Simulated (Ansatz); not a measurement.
Cu2O (Cuprite) under changes of volume

One of the cells (12.885 Å³/atom); the others are scaled copies at fixed shape and fractional positions:

```
Cu O
1.0
     4.26000    0.00000    0.00000
     0.00000    4.26000    0.00000
     0.00000    0.00000    4.26000
Cu O
4 2
Cartesian
  3.1950 1.0650 3.1950
  3.1950 3.1950 1.0650
  1.0650 3.1950 3.1950
  1.0650 1.0650 1.0650
  2.1300 2.1300 2.1300
  0.0000 0.0000 0.0000
```

* Program: Ansatz 0.2.0
* Functional: PBE
* Potentials or basis: Ansatz PAW
* Cutoff: 420 eV (not typed: the program's choice for these potentials)
* k mesh: 6 × 6 × 6
* Occupations: fermi-dirac, width 0.05 eV
* Spin: no spin polarisation

```tsv
volume (Å³/atom)	energy over the lowest point (meV/atom)	pressure (GPa)	gap on the mesh (eV)
12.112	39.24	12.3	0.68
12.369	22.31	8.9	0.63
12.627	10.49	5.9	0.58
12.885	3.18	3.2	0.53
13.142	0.00	0.8	0.49
13.400	?	?	?
13.658	4.10	-3.2	0.41
```

Question: What does the run at 13.400 Å³/atom give?

Answer: Energy over the lowest point 0.44 meV/atom; pressure -1.3 GPa; gap on the mesh 0.45 eV.

Worked out: A Birch-Murnaghan fit of order 3 (a polynomial in V^(-2/3)) to the other rows has its minimum at 13.24 Å³/atom with B0 = V·E''(V) = 111 GPa and B' = 4.9. It gives 0.43 meV/atom at 13.400 Å³/atom, against the run's 0.44, and -dE/dV = -1.3 GPa, against -1.3. A straight line through the other rows of the gap, of slope -2.26 eV per unit of ln V (its deformation potential), gives 0.45 eV, against the run's 0.45.

Energies are extrapolated to zero smearing.

A mesh can miss the band edges.
